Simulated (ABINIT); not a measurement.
# CuAu in ABINIT: convergence with pawecutdg

Crystal: CuAu.

```
CELL_PARAMETERS angstrom
2.81075 0.00000 0.00000
0.00000 2.81075 0.00000
0.00000 0.00000 3.68500
ATOMIC_POSITIONS crystal
Au 0.00000 0.00000 0.00000
Cu 0.50000 0.50000 0.50000
```

```yaml
Program: ABINIT 10.8.3 (patched build)
Task: single point
Functional: LDA
Potentials_or_basis: JTH PAW LDA v2.0
Cutoff: 707 eV
k_mesh: 9 × 9 × 7
Occupations: fermi-dirac, width 0.1 eV
Spin: no spin polarisation
```

These are the settings of the first run; the series varies pawecutdg, with any setting tied to it.

Hardware: 1 thread of Arm Neoverse V1, on a shared host.

```tsv
pawecutdg	energy less the tightest run, at zero smearing (meV/atom)	pressure (GPa)	SCF cycles	CPU time (s)	peak memory (GiB)
26 Ha	-0.36	-8.90	28	93	0.11
31.2	-0.24	-8.95	38	120	0.11
39	-0.09	-8.97	25	84	0.11
46.8	-0.03	-9.00	23	78	0.13
57.2	-0.01	-8.93	26	88	0.13
70.2	0.09	-8.93	24	82	0.15
85.8	0.00	-8.94	25	86	0.16
```

Against the tightest run, the energy stays within 1 meV/atom from 26 Ha on; the pressure stays within 0.1 GPa from 26 Ha on. The tightest run that finished is the yardstick and may itself not be fully converged.

The run has no spin-orbit coupling, so splittings on Au are missing.
